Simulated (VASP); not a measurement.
# PtS2 (P-3m1) in VASP: notebook

Aim: see how the results for PtS2 move with the level of theory and the settings. Levels: PBE, HSE03, TPSSh. Tasks: G0W0 quasiparticle levels, band structure.

Everything below comes from runs of VASP 6.6.1. Logs are shortened: lines on timing, memory, paths and dates and some standing lists are left out, and cuts for length are marked.

## Step 1: The crystal as given

It takes space group P-3m1 (No. 164, trigonal). Conventional cell: a = 3.543 Å, b = 3.543 Å, c = 5.039 Å, α = 90.00°, β = 90.00°, γ = 120.00°. Pt (site symmetry -3m) has 6 S at 2.34 Å as nearest neighbours. S (site symmetry 3m) has 3 Pt at 2.34 Å as nearest neighbours.

## Step 2: G0W0 quasiparticle levels, PBE

Input file POSCAR:

```
PtS2
1.0
    3.5432000000      0.0000000000      0.0000000000
   -1.7716000000      3.0685012107      0.0000000000
    0.0000000000      0.0000000000      5.0388000000
Pt S
1 2
Direct
    0.0000000000      0.0000000000      0.0000000000
    0.6666666667      0.3333333333      0.7730000000
    0.3333333333      0.6666666667      0.2270000000
```

Input file INCAR.step1:

```
PREC = Accurate
ENCUT = 450
EDIFF = 1E-8
ISMEAR = 0
SIGMA = 0.01
LREAL = F
LASPH = T
NELM = 60
ALGO = Normal
LWAVE = T
LCHARG = F
GGA = PE
```

Input file INCAR.step2:

```
PREC = Accurate
ENCUT = 450
EDIFF = 1E-8
ISMEAR = 0
SIGMA = 0.01
LREAL = F
LASPH = T
NELM = 1
ALGO = Exact
LWAVE = T
LCHARG = F
GGA = PE
NBANDS = 76
LOPTICS = T
ISTART = 1
```

Input file INCAR.step3:

```
PREC = Accurate
ENCUT = 450
EDIFF = 1E-8
ISMEAR = 0
SIGMA = 0.01
LREAL = F
LASPH = T
ALGO = EVGW0
LWAVE = F
LCHARG = F
GGA = PE
NELMGW = 1
NBANDS = 76
ENCUTGW = 150
NOMEGA = 48
PRECFOCK = Fast
ISTART = 1
NBANDSGW = 19
```

Input file KPOINTS:

```
Automatic mesh
0
Gamma
  4 4 3
```

Potentials or basis: VASP PAW PBE potentials, release 64 (Pt_GW, S_GW).

On the command line:

```bash
cat potpaw_PBE.64/Pt_GW/POTCAR potpaw_PBE.64/S_GW/POTCAR > POTCAR
cp INCAR.step1 INCAR
mpirun -np 1 vasp_std > vasp.out
cp INCAR.step2 INCAR
mpirun -np 1 vasp_std > vasp.out
cp INCAR.step3 INCAR
mpirun -np 1 vasp_std > vasp.out
```

OUTCAR:

```text
PREC = Accurate
   ENCUT = 450
   EDIFF = 1E-8
   ISMEAR = 0
   LREAL = F
   LASPH = T
   GGA = PE
   NELMGW = 1
   ENCUTGW = 150
   PRECFOCK = Fast
   ISTART = 1

 Found      9 irreducible k-points:

 Following reciprocal coordinates:
            Coordinates               Weight
  0.000000  0.000000  0.000000      1.000000
  0.250000 -0.000000  0.000000      6.000000
  0.500000 -0.000000  0.000000      3.000000
  0.250000  0.250000  0.000000      6.000000
  0.000000  0.000000  0.333333      2.000000
  0.250000 -0.000000  0.333333      6.000000
   k-points           NKPTS =      9   k-points in BZ     NKDIM =     48   number of bands    NBANDS=     76
   number of dos      NEDOS =    301   number of ions     NIONS =      3
   total plane-waves  NPLWV =  28224
   dimension x,y,z NGX =    28 NGY =   28 NGZ =   36
   dimension x,y,z NGXF=    56 NGYF=   56 NGZF=   72
   ions per type =               1   2
   NGX,Y,Z   is equivalent  to a cutoff of  13.14, 13.14, 11.88 a.u.
   NGXF,Y,Z  is equivalent  to a cutoff of  26.28, 26.28, 23.76 a.u.
 SYSTEM =  unknown system
   PREC   = accura    normal or accurate (medium, high low for compatibility)
   ISTART =      1    job   : 0-new  1-cont  2-samecut
   ICHARG =      0    charge: 1-file 2-atom 10-const
   ISPIN  =      1    spin polarized calculation?
   LNONCOLLINEAR =      F non collinear calculations
   LSORBIT =      F    spin-orbit coupling
   LASPH  =      T    aspherical Exc in radial PAW
   ENCUT  =  450.0 eV  33.07 Ry    5.75 a.u.   6.13  6.13  8.72*2*pi/ulx,y,z
   NELM   =     60;   NELMIN=  2; NELMDL=  0     # of ELM steps
   EDIFF  = 0.1E-07   stopping-criterion for ELM
   LREAL  =      F    real-space projection
   EDIFFG = 0.1E-06   stopping-criterion for IOM
   NSW    =      0    number of steps for IOM
   IBRION =     -1    ionic relax: 0-MD 1-quasi-New 2-CG
   NFREE  =      0    steps in history (QN), initial steepest desc. (CG)
   ISIF   =      0    stress and relaxation
   ISYM   =      3    0-nonsym 1-usesym 2-fastsym
   POTIM  = 0.5000    time-step for ionic-motion
   TEBEG  =    0.0;   TEEND  =   0.0 temperature during run
   PSTRESS=    0.0 pullay stress
   NELECT =      22.0000    total number of electrons
   NUPDOWN=      -1.0000    fix difference up-down
   EMIN   =  10.00;   EMAX   =-10.00  energy-range for DOS
   EFERMI =   0.00;   METHOD = LEGACY
   ISMEAR =     0;   SIGMA  =   0.01  broadening in eV -4-tet -1-fermi 0-gaus
   EFERMI_NEDOS =   21; number of points for ismear=-14 and -15
   IALGO  =     38    algorithm
   IMIX   =      4    mixing-type and parameters
     AMIX     =   0.40;   BMIX     =  1.00
     AMIX_MAG =   1.60;   BMIX_MAG =  1.00
  volume/ion in A,a.u.               =      18.26       123.23
  Fermi-wavevector in a.u.,A,eV,Ry     =   1.207812  2.282434 19.848315  1.458810
  Thomas-Fermi vector in A             =   2.343439
   LORBIT       =      0    0 simple, 1 ext, 2 COOP (PROOUT), +10 PAW based schemes
   GGA     = PE    functional components
   LHFCALC =     T    Hartree Fock is set to
   PRECFOCK=fast      Normal, Fast or Accurate (Low or Medium for compatibility)
   ENCUT4O =  -1.0   cutoff for four orbital integrals eV
   NKREDX  =     1    reduce k-point grid by
   NKREDY  =     1    reduce k-point grid by
   NKREDZ  =     1    reduce k-point grid by
   AEXX    =    1.0000 exact exchange contribution
   HFSCREEN=    0.0000 screening length (either q_TF or 0.3 A-1)
   HFSCREENC=   0.0000 screening length for correlation (either q_TF or 0.3 A-1)
   ENCUTFOCK=  -1.0 apply spherical cutoff to Coloumb kernel
   IVDW    =     0    specifies the selected vdW correction
   LEPSILON=     F    determine dielectric tensor
   LRPA    =     F    only Hartree local field effects (RPA)
   LRPAFORCE           =     F    calculate RPA forces
   ENCUTGW             = 150.0    cutoff for response function in eV
   ENCUTGWSOFT         = 120.0    soft cutoff for Coulomb kernel in GW response function in eV
   ENCUTLF             =  -1.0    cutoff for local field effects
   NELMGW              =     1    number of iterations in solving QP/BSE equation
   NELMHF              =     1    number of iterations in the inner HF iteration
   NKREDLFX            =     1    NKREDLFY  =   1   NKREDLFZ  =   1
 non-spin polarized calculation
 Gauss-broadening in eV      SIGMA  =   0.01
  energy-cutoff  :      450.00
  volume of cell :       54.78
 maximum number of plane-waves:      1194
 NGX is ok and might be reduce to    28
  NGX = 14; NGY = 14; NGZ = 20
   NGX = 13   NGY = 13   NGZ = 17
 maximum number of plane-waves:       239

 QP shifts <psi_nk| G(iteration)W_0 |psi_nk>: iteration 1
 for sc-GW calculations column KS-energies equals QP-energies in previous step
 and V_xc(KS)=  KS-energies - (<T + V_ion + V_H > + <T+V_H+V_ion>^1  + <V_x>^1)

 k-point   1 :       0.0000    0.0000    0.0000
  band No.  KS-energies  QP-energies   sigma(KS)   V_xc(KS)     V^pw_x(r,r')   Z            occupation Imag(sigma)

      1      -8.8608      -8.8062     -13.0810     -13.1652     -21.4997       0.6490       2.0000       1.5744
      2      -5.6157      -5.7450     -14.2086     -14.0162     -21.2094       0.6723       2.0000       1.0065
      3      -0.3303      -0.5330     -13.4339     -13.1473     -18.0226       0.7071       2.0000       0.5547
      4      -0.3303      -0.5330     -13.4339     -13.1473     -18.0226       0.7071       2.0000       0.5547
      5      -0.1978      -0.5248     -12.4583     -11.9973     -17.6940       0.7095       2.0000       0.7754
      6       2.7291       2.4508     -13.3181     -12.9263     -18.0237       0.7102       2.0000       0.3270
[... 11 lines left out ...]
     18      18.6474      19.3798     -10.7598     -11.7098      -5.1636       0.7710       0.0000      -0.5247
     19      19.2632      20.0031     -11.3881     -12.3695      -5.7927       0.7540       0.0000      -0.5291

 k-point   2 :       0.2500   -0.0000    0.0000
  band No.  KS-energies  QP-energies   sigma(KS)   V_xc(KS)     V^pw_x(r,r')   Z            occupation Imag(sigma)

      1      -8.0801      -8.0998     -13.3495     -13.3187     -21.3790       0.6391       2.0000       1.3692
      2      -6.0507      -6.1518     -14.1679     -14.0142     -21.3757       0.6582       2.0000       1.0355
      3       0.1325      -0.1523     -13.0112     -12.6164     -17.7378       0.7214       2.0000       0.5873
      4       0.1545      -0.0439     -13.4940     -13.2168     -17.8330       0.7161       2.0000       0.5111
      5       0.6604       0.3487     -12.7989     -12.3688     -17.5318       0.7249       2.0000       0.6077
      6       1.5104       1.2751     -13.1696     -12.8444     -17.2479       0.7236       2.0000       0.4100
[... 11 lines left out ...]
     18      15.9310      16.6208     -10.7224     -11.6266      -5.6109       0.7628       0.0000      -0.3761
     19      17.2222      17.8200     -10.4828     -11.2625      -5.2424       0.7667       0.0000      -0.3865

 k-point   3 :       0.5000   -0.0000    0.0000
  band No.  KS-energies  QP-energies   sigma(KS)   V_xc(KS)     V^pw_x(r,r')   Z            occupation Imag(sigma)

      1      -6.8513      -6.9085     -13.9350     -13.8451     -21.4915       0.6366       2.0000       1.0986
      2      -6.5930      -6.7009     -13.9221     -13.7560     -21.3063       0.6494       2.0000       1.1023
      3      -0.8506      -1.1292     -12.7809     -12.3929     -17.6714       0.7182       2.0000       0.6719
      4       0.5299       0.3384     -13.4913     -13.2242     -17.7587       0.7169       2.0000       0.4814
      5       1.4760       1.1829     -12.8412     -12.4358     -17.4578       0.7232       2.0000       0.4989
      6       2.3378       2.0660     -12.9963     -12.6298     -16.2185       0.7415       2.0000       0.3173
[... 11 lines left out ...]
     18      17.6181      18.2266     -10.5054     -11.3012      -5.0803       0.7647       0.0000      -0.3994
     19      18.4483      19.1560     -11.0580     -11.9721      -5.1062       0.7742       0.0000      -0.6110

 k-point   4 :       0.2500    0.2500    0.0000
  band No.  KS-energies  QP-energies   sigma(KS)   V_xc(KS)     V^pw_x(r,r')   Z            occupation Imag(sigma)

      1      -6.9904      -7.0735     -13.7891     -13.6605     -21.3472       0.6462       2.0000       1.1549
      2      -6.4463      -6.5282     -14.0937     -13.9671     -21.4767       0.6479       2.0000       1.0584
      3      -0.0775      -0.3249     -13.0691     -12.7279     -17.5461       0.7251       2.0000       0.5766
      4       0.4753       0.1495     -12.7836     -12.3299     -17.4278       0.7181       2.0000       0.4896
      5       0.7315       0.5000     -13.2267     -12.9106     -17.2805       0.7321       2.0000       0.4982
      6       1.7625       1.4471     -12.8009     -12.3626     -17.3790       0.7196       2.0000       0.4667
[... 11 lines left out ...]
     18      16.3815      17.0532     -11.1251     -12.0136      -5.7901       0.7560       0.0000      -0.3734
     19      17.3317      18.0299     -10.8981     -11.8133      -5.4116       0.7629       0.0000      -0.4882

 k-point   5 :       0.0000    0.0000    0.3333
  band No.  KS-energies  QP-energies   sigma(KS)   V_xc(KS)     V^pw_x(r,r')   Z            occupation Imag(sigma)

      1      -8.6622      -8.6204     -13.2170     -13.2816     -21.4995       0.6472       2.0000       1.4687
      2      -6.1328      -6.2799     -13.8021     -13.5798     -21.0699       0.6615       2.0000       1.1532
      3      -0.3153      -0.5177     -13.4393     -13.1537     -18.0225       0.7089       2.0000       0.5525
      4      -0.3153      -0.5177     -13.4393     -13.1537     -18.0225       0.7089       2.0000       0.5525
      5       0.7068       0.4246     -12.9828     -12.5874     -18.0482       0.7139       2.0000       0.6083
      6       2.7119       2.4305     -13.3057     -12.9090     -18.0179       0.7092       2.0000       0.3285
[... 11 lines left out ...]
     18      16.8453      17.1302      -9.3447      -9.7107      -4.1737       0.7781       0.0000      -0.3372
     19      18.0837      18.6059     -10.4534     -11.1482      -5.1503       0.7516       0.0000      -0.3802

 k-point   6 :       0.2500   -0.0000    0.3333
  band No.  KS-energies  QP-energies   sigma(KS)   V_xc(KS)     V^pw_x(r,r')   Z            occupation Imag(sigma)

      1      -7.8799      -7.9120     -13.4909     -13.4411     -21.3823       0.6431       2.0000       1.2838
      2      -6.3725      -6.4745     -13.9170     -13.7607     -21.3105       0.6526       2.0000       1.1280
      3      -0.1560      -0.4724     -12.8563     -12.4188     -17.4993       0.7232       2.0000       0.6179
      4       0.1692      -0.0282     -13.4990     -13.2239     -17.8300       0.7175       2.0000       0.5100
      5       1.0015       0.7605     -13.2141     -12.8802     -17.9446       0.7217       2.0000       0.5485
      6       1.8422       1.5785     -13.1597     -12.7912     -17.4978       0.7158       2.0000       0.3913
[... 11 lines left out ...]
     18      16.4495      16.8699      -9.9307     -10.4809      -4.7108       0.7641       0.0000      -0.3536
     19      17.2351      17.8089     -10.4280     -11.1768      -4.9581       0.7663       0.0000      -0.4277

 [... further k-points ...]
```

Wall time 4.1 min (1 thread of Intel Xeon Platinum 8488C (Sapphire Rapids), shared host); peak memory 0.45 GiB.

The run converged, but some of its settings lie outside the range that counts as converged, so its numbers aren't taken as properties of the crystal.

What came out:

```yaml
Band_gap_on_the_k_mesh_mean-field_level: 1.01 eV, indirect (least direct gap 1.18 eV)
Quasiparticle_gap: 1.44 eV
Least_direct_quasiparticle_gap: 1.66 eV
```

Caveat: the k mesh is coarse (spacing up to 0.51 Å⁻¹), so the values aren't converged; bands, screening cutoff and mesh are small and nothing is extrapolated, so the quasiparticle values aren't converged; spin-orbit coupling is left out, which moves the levels of the heavy elements; an odd mesh through Γ misses points on the zone boundary, where band edges often lie.

[end of part 1 of 3]
